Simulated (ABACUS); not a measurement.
# CdSe (Cadmoselite) (P6_3mc) in ABACUS: reference runs

Reference runs on CdSe (Cadmoselite): the cell as given.

Program: ABACUS 3.10.1. These are calculated values, not measurements. Logs are shortened: lines on timing, memory, paths and dates and some standing lists are left out, and cuts for length are marked.

**The experiment to reproduce.**

A printed reference work, data compilation reports, for a bulk crystal of CdSe at 2 K: band gap 1.841 eV.

The runs below are set against these values where they give the same quantity.

### Step 1. The structure

The structure is hexagonal, space group P6_3mc (No. 186). Conventional cell: a = 4.300 Å, b = 4.300 Å, c = 7.020 Å, α = 90.00°, β = 90.00°, γ = 120.00°. Cd (site symmetry 3m) has 4 Se at 2.61 to 2.70 Å as nearest neighbours. Se (site symmetry 3m) has 4 Cd at 2.61 to 2.70 Å as nearest neighbours.

### Step 2. Single point, PBEsol

Contents of INPUT:

```
INPUT_PARAMETERS
suffix              CdSe
calculation         scf
basis_type          pw
pseudo_dir          ./
symmetry            1
dft_functional      pbesol
ecutwfc             103
pseudo_rcut         7
nspin               1
nbands              44
ks_solver           dav
smearing_method     fd
smearing_sigma      0.00367493
scf_thr             1e-08
scf_nmax            100
mixing_type         broyden
mixing_beta         0.7
cal_force           1
cal_stress          1
kpar                4
```

Contents of STRU:

```
ATOMIC_SPECIES
Cd 112.4140 Cd.upf
Se 78.9710 Se.upf

LATTICE_CONSTANT
1.8897261246

LATTICE_VECTORS
4.3000000000 0.0000000000 0.0000000000
-2.1500000000 3.7239092363 0.0000000000
0.0000000000 0.0000000000 7.0200000000

ATOMIC_POSITIONS
Direct

Cd
0.0
2
0.6666666667 0.3333333333 0.5000000000 1 1 1
0.3333333333 0.6666666667 0.0000000000 1 1 1

Se
0.0
2
0.6666666667 0.3333333333 0.8850000000 1 1 1
0.3333333333 0.6666666667 0.3850000000 1 1 1
```

Contents of KPT:

```
K_POINTS
0
Gamma
7 7 4 0 0 0
```

Potentials or basis: PseudoDojo NC SR 0.4.1 PBEsol standard, plane waves.

Command:

```
OMP_NUM_THREADS=1 mpirun -np 4 abacus > log
```

running log:

```text
ABACUS v3.10.1

               Atomic-orbital Based Ab-initio Computation at UStc

 ------------------------------------------------------------------------------------

 READING GENERAL INFORMATION
                           global_out_dir = OUT.CdSe/
                           global_in_card = INPUT
                               pseudo_dir = ./
                              orbital_dir =
                                    DSIZE = 4
                                    GSIZE = 1

 READING UNITCELL INFORMATION
                                    ntype = 2
                  lattice constant (Bohr) = 1.88973
              lattice constant (Angstrom) = 1

 READING ATOM TYPE 1
                               atom label = Cd
                      L=0, number of zeta = 1
                      L=1, number of zeta = 1
                      L=2, number of zeta = 1
             number of atom for this type = 2

 READING ATOM TYPE 2
                               atom label = Se
                      L=0, number of zeta = 1
                      L=1, number of zeta = 1
                      L=2, number of zeta = 1
             number of atom for this type = 2

                        TOTAL ATOM NUMBER = 4
DIRECT COORDINATES
    atom                   x                   y                   z     mag                  vx                  vy                  vz
taud_Cd1            0.6666666667        0.3333333333        0.5000000000  0.0000        0.0000000000        0.0000000000        0.0000000000
taud_Cd2            0.3333333333        0.6666666667        0.0000000000  0.0000        0.0000000000        0.0000000000        0.0000000000
taud_Se1            0.6666666667        0.3333333333        0.8850000000  0.0000        0.0000000000        0.0000000000        0.0000000000
taud_Se2            0.3333333333        0.6666666667        0.3850000000  0.0000        0.0000000000        0.0000000000        0.0000000000

                          Volume (Bohr^3) = 758.58
                             Volume (A^3) = 112.41

 Lattice vectors: (Cartesian coordinate: in unit of a_0)
                 +4.3                  +0                  +0
                -2.15            +3.72391                  +0
                   +0                  +0               +7.02
 Reciprocal vectors: (Cartesian coordinate: in unit of 2 pi/a_0)
            +0.232558           +0.134268                  -0
                   -0           +0.268535                  -0
                   +0                  -0            +0.14245
 The esolver type has been set to : ksdft_pw

                PAO radial cut off (Bohr) = 7

 Read in pseudopotential file is Cd.upf
                     pseudopotential type = NC
          exchange-correlation functional = PBESOL
                 nonlocal core correction = 1
                        valence electrons = 20
                                     lmax = 2
                           number of zeta = 4
                     number of projectors = 6
                           L of projector = 0
[... 5 lines left out ...]
                PAO radial cut off (Bohr) = 7

 Read in pseudopotential file is Se.upf
                     pseudopotential type = NC
          exchange-correlation functional = PBESOL
                 nonlocal core correction = 1
                        valence electrons = 16
                                     lmax = 2
                           number of zeta = 3
                     number of projectors = 6
                           L of projector = 0
                           L of projector = 0
                           L of projector = 1
                           L of projector = 1
                           L of projector = 2
                           L of projector = 2
     initial pseudo atomic orbital number = 38

 SETUP THE ELECTRONS NUMBER
            electron number of element Cd = 20
      total electron number of element Cd = 40
            electron number of element Se = 16
      total electron number of element Se = 32
            AUTOSET number of electrons:  = 72
                           occupied bands = 36
                                   NBANDS = 44
                                   NLOCAL = 36

%%%%%%%%%%%%%%%%%%%%%%%%%%%%%%%%%%%%%%%%%%%%%%%%%%%%%%%%%%%%%%%%%%%%%%%%%%%%%%%%%%%%%%%%%%%%%%%%%%%%%%%%%%
 Warning: the number of valence electrons in pseudopotential > 12 for Cd: [Kr] 4d10 5s2
 Warning: the number of valence electrons in pseudopotential > 6 for Se: [Ar] 3d10 4s2 4p4
 Pseudopotentials with additional electrons can yield (more) accurate outcomes, but may be less efficient.
 If you're confident that your chosen pseudopotential is appropriate, you can safely ignore this warning.
%%%%%%%%%%%%%%%%%%%%%%%%%%%%%%%%%%%%%%%%%%%%%%%%%%%%%%%%%%%%%%%%%%%%%%%%%%%%%%%%%%%%%%%%%%%%%%%%%%%%%%%%%%

 SETUP THE PLANE WAVE BASIS
 energy cutoff for charge/potential (unit:Ry) = 412
            fft grid for charge/potential = [ 54, 54, 90 ]
                        fft grid division = [ 1, 1, 1 ]
        big fft grid for charge/potential = [ 54, 54, 90 ]
[... 75 lines left out ...]
                             BRAVAIS TYPE = 4
                     BRAVAIS LATTICE NAME = 04. Hexagonal cell
                                    ibrav = 4
                       right hand lattice = 1
(for k-lattice: )
                             BRAVAIS TYPE = 4
                     BRAVAIS LATTICE NAME = 04. Hexagonal cell
                                    ibrav = 4
                       right hand lattice = 1
                        ROTATION MATRICES = 24
                               nkstot_ibz = 24
K-POINTS REDUCTION ACCORDING TO SYMMETRY
     IBZ    DIRECT_X    DIRECT_Y    DIRECT_Z  WEIGHT  ibz2bz
       1  0.00000000  0.00000000  0.00000000  0.0051       0
       2 -0.14285714  0.14285714  0.00000000  0.0306       1
       3 -0.28571429  0.28571429  0.00000000  0.0306       2
       4 -0.42857143  0.42857143  0.00000000  0.0306       3
       5 -0.14285714  0.28571429  0.00000000  0.0306       8
       6 -0.28571429  0.42857143  0.00000000  0.0612       9
[... 16 lines left out ...]
      23  0.42857143  0.42857143  0.50000000  0.0306     108
      24  0.42857143  0.28571429  0.50000000  0.0306     114

                               nkstot now = 24
[... K-POINTS DIRECT COORDINATES: 24 rows ...]

           k-point number in this process = 6
       minimum distributed K point number = 6
[... stars of the k points ...]

[... K-POINTS CARTESIAN COORDINATES: 6 rows ...]

[... K-POINTS DIRECT COORDINATES: 6 rows ...]

 SETUP PLANE WAVES FOR WAVE FUNCTIONS
     energy cutoff for wavefunc (unit:Ry) = 103
              fft grid for wave functions = [ 54, 54, 90 ]
                    number of plane waves = 14931
                         number of sticks = 511

 PARALLEL PW FOR WAVE FUNCTIONS
     PROC   COLUMNS(POT)             PW
        1            511          14931
 --------------- sum -------------------
        1            511          14931

 SETUP NONLOCAL PSEUDOPOTENTIALS IN PLANE WAVE BASIS
 Cd non-local projectors:
 projector 1 L=0
 projector 2 L=0
 projector 3 L=1
 projector 4 L=1
 projector 5 L=2
 projector 6 L=2
 Se non-local projectors:
 projector 1 L=0
 projector 2 L=0
 projector 3 L=1
 projector 4 L=1
 projector 5 L=2
 projector 6 L=2
      TOTAL NUMBER OF NONLOCAL PROJECTORS = 72

 Init Non-Local PseudoPotential table :
 Init Non-Local-Pseudopotential done.

                                     npwx = 13434

 Make real space PAO into reciprocal space.
       max mesh points in Pseudopotential = 701
     dq(describe PAO in reciprocal space) = 0.01
                                    max q = 1222

 number of pseudo atomic orbitals for Cd is 4
WARNING: norm of atomic wavefunction # 3 of atomic type Cd is 0.999996, renormalized
WARNING: norm of atomic wavefunction # 4 of atomic type Cd is 0.997645, renormalized

 number of pseudo atomic orbitals for Se is 3
WARNING: norm of atomic wavefunction # 2 of atomic type Se is 0.999994, renormalized
WARNING: norm of atomic wavefunction # 3 of atomic type Se is 0.999458, renormalized

 -------------------------------------------
 SELF-CONSISTENT
 -------------------------------------------
                                 init_chg = atomic

 PW ALGORITHM --------------- ION=   1  ELEC=   1--------------------------------

 Notice: Threshold on eigenvalues was too large.
 hsover_error=0.72 > DRHO=0.160594
 Origin diag ethr = 0.01
 New diag ethr = 0.000223047

 Density error is 0.160492667498
                          Error Threshold = 0.000223047288892
----------------------------------------------------------
     Energy           Rydberg                 eV
----------------------------------------------------------
 E_KohnSham     -1185.3862624845     -16128.0075007122
 E_Harris       -1187.1941712255     -16152.6053610547
 E_Fermi        0.5662558432         7.7043059932
----------------------------------------------------------
[... 75 lines left out ...]
 Density error is 8.31903400095e-10
                          Error Threshold = 3.58647661076e-11
----------------------------------------------------------
     Energy           Rydberg                 eV
----------------------------------------------------------
 E_KohnSham     -1185.4341245043     -16128.6586968994
 E_KS(sigma->0) -1185.4341228906     -16128.6586749438
 E_Harris       -1185.4340887366     -16128.6582102553
 E_band         -130.0064342386      -1768.8282823071
 E_one_elec     -784.9895718289      -10680.3310474528
 E_Hartree      403.4199320068       5488.8097620653
 E_xc           -192.1350610024      -2614.1316152099
 E_Ewald        -611.7294204524      -8323.0057523908
 E_entropy(-TS) -0.0000032274        -0.0000439112
 E_descf        0.0000000000         0.0000000000
 E_exx          0.0000000000         0.0000000000
 E_Fermi        0.5850933958         7.9606040444
----------------------------------------------------------

 charge density convergence is achieved
 final etot is -16128.658697 eV
 EFERMI = 7.9606040444 eV

 STATE ENERGY(eV) AND OCCUPATIONS    NSPIN == 1
 1/6 kpoint (Cartesian) = 0.0000 0.0000 0.0000 (13345 pws)
       1       -93.9043      0.0102041
       2       -93.9043      0.0102041
       3       -55.0007      0.0102041
       4       -55.0004      0.0102041
       5       -54.9987      0.0102041
       6       -54.9987      0.0102041
[... 266 lines left out ...]
      43        15.1703    2.91787e-64
      44        16.0083    1.53728e-71

------------------------------------------------------------------------------------------
 TOTAL-FORCE (eV/Angstrom)
------------------------------------------------------------------------------------------
                       Cd1         0.0000000000         0.0000000000         0.2668810721
                       Cd2         0.0000000000         0.0000000000         0.2668810721
                       Se1         0.0000000000         0.0000000000        -0.2668810721
                       Se2         0.0000000000         0.0000000000        -0.2668810721
------------------------------------------------------------------------------------------

----------------------------------------------------------------
 TOTAL-STRESS (KBAR)
----------------------------------------------------------------
         7.8921913814        -0.0000000000         0.0000000000
        -0.0000000000         7.8921913813        -0.0000000000
         0.0000000000         0.0000000000       -10.4555774011
----------------------------------------------------------------
 TOTAL-PRESSURE: 1.776268 KBAR

 --------------------------------------------
 !FINAL_ETOT_IS -16128.6586968994470226 eV
 --------------------------------------------
```

Run time: 1.8 min. Hardware: 4 MPI ranks of AMD EPYC 7R43 (Zen 3), shared host; peak memory 1.3 GiB.

Results:

* Free energy: -16128.6587 eV
* Pressure: 0.2 GPa
* Largest force: 0.267 eV/Å
* Band gap on the k mesh: 0.58 eV, direct

Forces in eV/Å, atoms in the order of the input:
```
Cd   0.000  0.000  0.267
Cd   0.000  0.000  0.267
Se   0.000  0.000 -0.267
Se   0.000  0.000 -0.267
```

Levels at points of the mesh, in eV from the valence-band top:
| k point | band 33 | band 34 | band 35 | band 36 | band 37 | band 38 | band 39 | band 40 |
| --- | --- | --- | --- | --- | --- | --- | --- | --- |
| (0.00, 0.00, 0.00) | -0.73 | -0.01 | 0.00 | 0.00 | 0.58 | 2.02 | 5.81 | 5.81 |
| (0.00, 0.00, 0.50) | -0.38 | -0.38 | -0.38 | -0.38 | 2.24 | 2.24 | 5.72 | 5.72 |

### Step 3. Against experiment

Step 2. A measured gap of CdSe is 1.841 eV (2 K; a printed reference work, data compilation); the calculated 0.58 eV misses it by -1.26 eV. So large a miss can be the level of theory's own, or it may mean another phase, state or a wrong row. Spin-orbit coupling on Cd, Se is left out. The value is that of PBEsol, without temperature or zero-point motion. Semilocal functionals fall short of measured gaps as a rule.
